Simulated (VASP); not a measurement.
**Results of a VASP single-point calculation on LiF (strained rocksalt)**

POSCAR

```
Li F
 1.0000000000000000
     0.0188394048000000    1.9937624249000001    1.9937624249000001
     1.9937624249000001    0.0188394048000000    1.9937624249000001
     1.9937624249000001    1.9937624249000001    0.0188394048000000
 Li  F
   1   1
Cartesian
  0.0000000000000000  0.0000000000000000  0.0000000000000000
  2.0031821273000001  2.0031821273000001  2.0031821273000001
```

```
gap between bands v and c : 10.68 eV
least direct gap          : 10.68 eV
```

Band v is the last that the valence electrons fill when counted band by band, and c is the next. Levels in eV from the top of v:

| point | v−1 | v | c | c+1 |
| --- | --- | --- | --- | --- |
| Γ | 0.00 | 0.00 | 10.68 | 25.58 |
| X | -1.15 | -1.06 | 16.48 | 17.63 |
| K | -1.70 | -0.79 | 15.96 | 16.53 |
| L | -0.24 | -0.24 | 12.13 | 18.51 |
| W | -2.23 | -0.87 | 16.53 | 16.67 |

Which of these levels of theory gave these results?
A. PBE0
B. LDA
C. r²SCAN
D. PBE with spin–orbit coupling
E. PBE
F. HSE06
G. PBEsol

C.

The INCAR was:

```
EDIFF = 1E-7
NSW = 0
NBANDS = 12
ENCUT = 520
IBRION = -1
LWAVE = .FALSE.
ISMEAR = 0
METAGGA = R2SCAN
ALGO = Normal
LCHARG = .FALSE.
PREC = Accurate
ISIF = 2
LREAL = .FALSE.
SIGMA = 0.01
NELM = 120
LASPH = .TRUE.
```
